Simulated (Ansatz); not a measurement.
Born–Oppenheimer molecular dynamics of a periodic cell of 17 atoms, TiSi16 (host Si, host structure diamond, interstitial Ti). It goes on from the last frame of an earlier run, with new velocities.

All numbers below come from Ansatz, DFT LDA, scalar-relativistic, plane waves, PAW. Settings: PAW set soft_1, cutoff 420 eV, k mesh 2x2x2, fermi-dirac smearing 0.02 eV, no spin polarisation.

```
ensemble        : NVT, Nosé–Hoover chain
time step       : 2 fs
steps asked     : 300
set temperature : 1680 K
thermostat      : time constant 100 fs, chain length 3
seed            : 83550
```

Frames 40 fs apart, positions in Å, forces in eV/Å.

Velocities at 0.0 fs (Å/ps):

```
Si 5.14 -0.48 1.33
Si -0.15 3.23 -4.21
Si 14.00 5.94 -7.20
Si 2.77 -1.90 -1.06
Si 1.73 -4.54 -8.86
Si -6.09 -0.20 17.19
Si 0.45 -4.31 8.45
Si 1.21 -9.74 0.78
Si -1.74 4.98 4.00
Si -12.32 10.44 11.44
Si -8.31 0.21 2.48
Si -9.44 0.55 -2.63
Si 7.44 -0.97 -11.48
Si -5.25 -13.93 -1.77
Si -0.20 16.47 0.80
Si 5.51 -5.81 -0.93
Ti 3.08 0.03 -4.90
```

```xyz
17
Lattice="0.0000 5.4300 5.4300 5.4300 0.0000 5.4300 5.4300 5.4300 0.0000" Properties=species:S:1:pos:R:3:forces:R:3 time_fs=0.0 energy_less_start_eV=0.000 T=1680
Si 0.022 -0.093 -0.008 1.39 1.21 -2.44
Si 1.578 1.513 0.477 0.68 -0.21 1.00
Si 2.506 3.144 -1.273 0.18 0.30 0.96
Si 4.048 3.865 0.736 -1.99 -0.61 -0.68
Si 2.801 -0.259 2.575 -0.94 -2.06 -1.26
Si 3.740 1.516 3.346 0.79 -0.38 1.05
Si 5.171 2.163 1.747 0.00 0.87 0.71
Si 6.071 4.183 2.807 0.64 0.80 -0.46
Si 0.352 2.626 2.209 -0.60 -0.66 -0.90
Si 1.323 4.274 3.460 -0.32 0.01 1.81
Si 2.655 5.325 1.906 0.28 0.33 0.09
Si 3.847 6.989 3.082 0.94 -0.54 0.55
Si 2.691 2.797 4.866 0.14 2.07 -0.03
Si 4.316 4.083 6.513 -0.84 0.87 -1.05
Si 5.285 5.641 4.556 -0.67 -0.55 0.28
Si 6.843 6.755 5.947 -0.04 -1.43 -0.32
Ti 5.344 2.801 4.642 0.35 -0.03 0.66
17
Lattice="0.0000 5.4300 5.4300 5.4300 0.0000 5.4300 5.4300 5.4300 0.0000" Properties=species:S:1:pos:R:3:forces:R:3 time_fs=40.0 energy_less_start_eV=0.603 T=1413
Si 0.029 0.198 -0.069 -0.48 -0.74 0.07
Si 1.824 1.649 0.644 0.19 -0.01 0.38
Si 2.880 3.423 -1.286 -1.35 -1.09 -0.67
Si 3.890 3.787 0.698 0.80 0.47 1.44
Si 2.736 -0.450 2.107 0.98 2.52 0.18
Si 3.805 0.938 3.785 -0.18 1.03 -0.20
Si 5.202 2.140 2.028 -0.05 0.40 -0.86
Si 6.265 4.158 2.750 -1.46 0.00 0.88
Si 0.218 2.665 2.185 0.14 -0.03 -0.59
Si 1.084 4.366 3.691 -1.15 0.04 -1.05
Si 2.482 5.204 2.066 0.59 0.79 -1.13
Si 3.823 6.912 3.055 -0.20 0.36 0.20
Si 2.618 3.206 4.738 0.29 -3.45 -0.27
Si 4.066 3.822 6.207 1.71 1.54 0.86
Si 5.121 5.841 4.576 0.72 -2.08 0.53
Si 6.939 6.656 5.819 -0.46 0.49 0.27
Ti 5.501 2.805 4.613 -0.08 -0.23 -0.03
17
Lattice="0.0000 5.4300 5.4300 5.4300 0.0000 5.4300 5.4300 5.4300 0.0000" Properties=species:S:1:pos:R:3:forces:R:3 time_fs=80.0 energy_less_start_eV=0.613 T=1514
Si -0.166 0.368 0.296 0.67 -0.59 -0.24
Si 2.187 1.985 0.929 -0.77 1.90 -1.80
Si 2.726 3.320 -1.226 0.60 -0.21 0.81
Si 3.944 3.816 0.963 -0.85 0.73 -1.13
Si 2.793 0.109 1.830 -0.93 -1.69 0.38
Si 3.816 0.470 3.752 1.05 0.89 1.06
Si 5.242 2.315 1.996 0.37 -0.58 1.18
Si 6.242 4.364 2.851 1.31 -0.41 -1.56
Si 0.108 2.549 1.851 -0.57 -0.19 0.33
Si 0.843 4.218 3.323 1.12 0.45 0.80
Si 2.526 5.419 1.931 -0.69 -0.35 0.59
Si 3.905 6.838 3.183 0.22 -0.02 0.24
Si 2.475 2.760 4.690 0.64 0.79 -0.95
Si 4.178 4.156 6.092 -1.45 -2.15 0.70
Si 5.225 5.327 4.619 0.66 2.72 -1.11
Si 6.685 6.702 5.861 -0.25 -0.55 0.61
Ti 5.650 2.686 4.646 -1.12 -0.75 0.09
17
Lattice="0.0000 5.4300 5.4300 5.4300 0.0000 5.4300 5.4300 5.4300 0.0000" Properties=species:S:1:pos:R:3:forces:R:3 time_fs=120.0 energy_less_start_eV=0.971 T=1542
Si 0.155 0.154 0.680 0.45 0.92 -1.24
Si 2.055 2.644 0.960 -0.15 -1.00 0.36
Si 2.793 3.184 -1.230 -0.37 0.99 0.18
Si 3.907 4.078 0.866 -0.24 -0.80 0.07
Si 2.615 0.410 1.683 2.10 0.39 -0.04
Si 4.062 0.522 3.806 -0.15 -0.41 -0.87
Si 5.255 2.440 2.280 -0.81 0.29 -1.86
Si 6.625 4.359 2.495 -0.68 -0.90 1.86
Si -0.183 2.403 1.702 -0.03 0.63 1.13
Si 0.911 4.270 3.288 0.16 -0.92 0.29
Si 2.454 5.568 2.065 -0.18 -0.30 0.02
Si 3.973 6.821 3.392 -0.18 -0.08 -0.66
Si 2.559 2.355 4.419 -0.49 0.97 0.98
Si 3.891 3.945 6.054 -0.31 0.47 -1.16
Si 5.455 5.403 4.405 -0.29 -1.35 0.66
Si 6.403 6.698 6.069 1.41 0.32 -0.57
Ti 5.533 2.370 4.650 -0.23 0.79 0.86
17
Lattice="0.0000 5.4300 5.4300 5.4300 0.0000 5.4300 5.4300 5.4300 0.0000" Properties=species:S:1:pos:R:3:forces:R:3 time_fs=160.0 energy_less_start_eV=1.499 T=1636
Si 0.611 0.176 0.549 -0.29 -0.60 0.13
Si 1.731 2.814 1.373 0.81 -0.71 -1.41
Si 3.010 3.548 -1.374 1.33 -0.88 1.06
Si 3.814 4.239 0.771 0.16 0.58 0.10
Si 3.083 0.723 1.501 -0.25 -0.35 -0.20
Si 4.268 0.399 3.550 -0.40 0.23 -0.09
Si 4.937 2.609 1.979 0.98 -1.16 0.11
Si 6.858 4.092 2.585 -1.97 0.83 -0.62
Si -0.542 2.678 1.911 -0.33 -0.17 0.26
Si 1.068 3.854 3.460 -0.46 1.05 -0.27
Si 2.430 5.515 2.236 -0.62 -0.21 -0.53
Si 3.934 6.688 3.517 0.17 0.47 0.37
Si 2.481 2.301 4.419 0.73 -1.35 -0.80
Si 3.536 3.835 5.591 0.82 2.07 2.04
Si 5.441 5.061 4.520 0.43 0.82 0.37
Si 6.639 6.824 6.043 -1.39 -1.30 0.72
Ti 5.315 2.311 4.827 0.29 0.70 -1.28
17
Lattice="0.0000 5.4300 5.4300 5.4300 0.0000 5.4300 5.4300 5.4300 0.0000" Properties=species:S:1:pos:R:3:forces:R:3 time_fs=200.0 energy_less_start_eV=2.935 T=1287
Si 0.922 0.016 0.335 -0.33 -0.46 0.32
Si 1.655 2.782 1.245 -0.49 -0.29 -0.19
Si 3.449 3.620 -1.300 -1.45 -0.55 0.53
Si 3.905 4.562 0.886 0.91 -0.62 -0.58
Si 3.455 0.889 1.114 -1.61 1.42 0.83
Si 4.306 0.213 3.279 0.19 1.31 0.07
Si 4.965 2.482 1.527 0.47 1.86 1.19
Si 6.484 4.101 2.712 0.48 0.12 0.07
Si -0.923 3.031 2.115 1.09 -0.67 -0.94
Si 0.990 3.654 3.583 0.82 0.16 -0.34
Si 2.297 5.411 2.303 -0.38 -0.22 0.83
Si 3.849 6.575 3.856 -0.14 0.45 -0.01
Si 2.756 1.888 4.372 -0.77 0.50 0.54
Si 3.364 4.314 5.730 0.02 -2.63 -0.84
Si 5.587 4.987 4.818 -1.36 -1.30 -1.89
Si 6.483 6.497 6.051 2.70 1.32 0.49
Ti 5.171 2.507 4.830 -0.14 -0.40 -0.07
17
Lattice="0.0000 5.4300 5.4300 5.4300 0.0000 5.4300 5.4300 5.4300 0.0000" Properties=species:S:1:pos:R:3:forces:R:3 time_fs=240.0 energy_less_start_eV=3.503 T=1224
Si 1.074 -0.355 0.281 0.33 0.54 0.08
Si 1.328 2.623 0.975 -0.35 0.79 0.70
Si 3.260 3.532 -1.245 -0.42 0.87 -0.41
Si 4.329 4.820 0.990 -1.26 -0.37 -0.20
Si 3.195 1.442 0.862 1.35 -1.16 1.42
Si 4.505 0.484 3.178 -0.37 -0.25 -0.60
Si 5.285 2.709 1.504 -0.53 -1.77 -0.29
Si 6.320 4.196 2.817 1.59 0.35 0.31
Si -0.855 3.061 1.983 0.15 -0.28 0.86
Si 1.052 3.528 3.555 0.10 -0.71 -0.22
Si 2.250 5.274 2.641 0.74 0.63 -0.83
Si 3.744 6.566 4.078 -0.17 -0.07 -1.07
Si 2.842 1.581 4.585 0.25 1.41 -1.81
Si 3.230 4.078 5.770 0.14 0.13 -0.13
Si 5.332 4.985 4.708 0.51 1.43 1.06
Si 6.912 6.435 6.110 -2.75 -1.16 1.86
Ti 5.021 2.544 4.731 0.69 -0.40 -0.72
17
Lattice="0.0000 5.4300 5.4300 5.4300 0.0000 5.4300 5.4300 5.4300 0.0000" Properties=species:S:1:pos:R:3:forces:R:3 time_fs=280.0 energy_less_start_eV=3.129 T=1565
Si 1.270 -0.548 0.331 -0.38 0.29 0.90
Si 1.227 2.664 0.906 0.45 0.21 -0.12
Si 2.831 3.841 -1.118 1.77 -0.99 1.74
Si 4.266 4.858 0.925 -0.34 -0.70 -1.02
Si 3.287 1.649 1.176 -0.69 -0.42 -1.24
Si 4.534 0.661 2.747 -0.42 -1.48 1.05
Si 5.434 2.529 1.616 -0.09 2.40 0.76
Si 6.693 4.418 2.932 -2.04 0.54 -1.31
Si -0.828 2.963 2.127 -0.10 -0.14 0.88
Si 1.213 3.141 3.473 -0.98 2.18 -1.12
Si 2.518 5.133 2.672 -0.43 -0.37 -0.29
Si 3.530 6.807 3.989 0.65 0.49 0.51
Si 2.579 1.741 4.435 1.15 -1.79 1.05
Si 3.278 3.707 5.708 0.54 0.23 0.15
Si 5.288 5.313 4.944 -1.60 -1.48 -2.36
Si 6.648 6.177 6.404 1.80 0.46 0.42
Ti 5.042 2.487 4.454 0.71 0.57 0.00
17
Lattice="0.0000 5.4300 5.4300 5.4300 0.0000 5.4300 5.4300 5.4300 0.0000" Properties=species:S:1:pos:R:3:forces:R:3 time_fs=320.0 energy_less_start_eV=3.464 T=1534
Si 1.408 -0.601 0.674 0.23 0.08 -0.59
Si 1.419 2.842 0.793 -0.92 -0.30 0.59
Si 2.695 3.933 -0.795 -1.16 0.33 -2.44
Si 4.119 4.651 0.679 1.99 0.48 1.24
Si 3.352 1.603 1.049 0.63 -0.58 0.65
Si 4.455 0.232 2.701 0.06 0.50 -0.05
Si 5.478 2.968 1.861 -0.06 -1.21 -2.34
Si 6.595 4.831 2.951 0.78 0.11 1.17
Si -1.012 3.013 2.631 -0.52 1.37 -1.02
Si 1.145 3.296 3.111 1.26 -0.67 1.12
Si 2.738 4.885 2.590 -0.03 1.84 0.30
Si 3.390 7.178 4.149 -0.60 -2.58 -0.55
Si 2.487 1.420 4.516 0.21 0.52 -0.65
Si 3.540 3.436 5.761 -0.60 -0.07 0.43
Si 5.023 5.059 4.583 -0.48 0.86 0.78
Si 6.601 6.171 6.536 -0.60 0.24 -0.06
Ti 5.237 2.570 4.147 -0.18 -0.93 1.42
17
Lattice="0.0000 5.4300 5.4300 5.4300 0.0000 5.4300 5.4300 5.4300 0.0000" Properties=species:S:1:pos:R:3:forces:R:3 time_fs=360.0 energy_less_start_eV=3.519 T=1632
Si 1.635 -0.593 0.878 0.12 -0.01 -0.45
Si 1.180 2.962 0.798 0.39 -0.49 0.14
Si 2.431 3.910 -1.043 0.17 0.08 0.88
Si 4.492 4.758 0.652 -0.43 0.25 -0.50
Si 3.615 1.351 1.074 -0.67 0.26 -0.73
Si 4.536 0.166 2.852 0.31 0.87 0.35
Si 5.596 2.820 1.449 -1.07 1.89 0.58
Si 6.539 5.440 3.119 -0.96 -0.76 -0.30
Si -1.326 3.333 2.848 1.00 -0.83 0.35
Si 1.418 3.240 3.127 0.05 0.33 -0.09
Si 2.908 5.380 2.461 -0.55 -2.68 -2.68
Si 2.975 6.646 4.122 -1.01 3.40 2.70
Si 2.589 1.209 4.424 0.90 0.97 0.46
Si 3.613 3.191 5.995 -0.18 -0.18 -0.56
Si 4.473 4.958 4.369 1.56 -1.03 0.27
Si 6.461 6.299 6.693 0.83 -1.82 -0.52
Ti 5.411 2.480 4.130 -0.48 -0.26 0.11
17
Lattice="0.0000 5.4300 5.4300 5.4300 0.0000 5.4300 5.4300 5.4300 0.0000" Properties=species:S:1:pos:R:3:forces:R:3 time_fs=400.0 energy_less_start_eV=4.404 T=1323
Si 1.923 -0.562 0.911 -0.39 -0.24 0.12
Si 1.085 2.859 0.968 -0.06 -0.10 0.26
Si 2.424 3.927 -0.762 0.26 1.18 -0.25
Si 4.634 5.092 0.269 0.06 -0.38 0.22
Si 3.629 1.171 0.911 0.67 -0.01 -0.12
Si 4.710 0.502 3.046 -0.35 -2.48 -1.53
Si 5.476 2.958 1.301 -0.05 -0.56 0.54
Si 6.102 5.932 2.975 0.23 -0.51 -0.01
Si -1.258 3.176 3.061 0.44 0.53 -0.19
Si 1.867 3.286 3.150 -0.47 -0.28 -0.11
Si 2.956 5.119 1.984 0.62 0.07 1.08
Si 2.232 6.891 4.508 1.12 -1.31 -0.32
Si 2.938 1.366 4.428 -1.16 -0.30 -0.31
Si 3.589 2.890 6.076 0.27 0.84 0.51
Si 4.279 4.705 4.298 0.12 0.78 -0.07
Si 6.406 5.977 6.584 -0.55 0.88 -0.30
Ti 5.496 2.351 4.195 -0.76 1.87 0.49
17
Lattice="0.0000 5.4300 5.4300 5.4300 0.0000 5.4300 5.4300 5.4300 0.0000" Properties=species:S:1:pos:R:3:forces:R:3 time_fs=440.0 energy_less_start_eV=3.715 T=1833
Si 1.994 -0.666 0.985 -0.65 -0.36 0.59
Si 0.926 2.646 1.249 -0.41 -0.42 -0.31
Si 2.388 4.542 -0.471 -0.30 0.00 -0.09
Si 4.849 5.250 -0.011 0.45 -0.03 0.08
Si 3.912 0.984 0.569 0.35 0.72 0.73
Si 4.744 -0.071 2.758 0.07 2.43 -0.57
Si 5.221 3.166 1.426 0.17 -0.25 0.14
Si 5.724 6.164 2.808 0.35 -0.17 -0.53
Si -0.806 3.206 3.116 -0.15 -1.94 0.47
Si 2.101 3.224 3.188 -0.53 0.61 -0.15
Si 3.355 4.840 1.931 -0.13 0.30 -0.20
Si 1.920 6.545 4.843 -0.37 -0.30 -0.24
Si 2.879 1.422 4.332 0.21 -0.51 0.44
Si 3.641 2.929 6.313 -0.06 0.13 -0.51
Si 4.214 4.834 4.223 0.22 0.52 0.11
Si 6.217 5.848 6.275 0.67 0.08 0.36
Ti 5.328 2.601 4.297 0.11 -0.81 -0.33
```

Of the whole run (600 fs, mean temperature of the second half 1726 K): The conserved energy stayed within 0.78 meV per atom of its start (net change 0.32 meV per atom), so the integration is sound. A run of 0.6 ps of so small a system gives no equilibrium averages. Limits of this set-up: coarse k mesh, PAW files made for another functional.

Run time: 14 min on 1 thread of AMD EPYC 9B14 (Zen 4), on a shared host, peak memory 0.69 GiB.
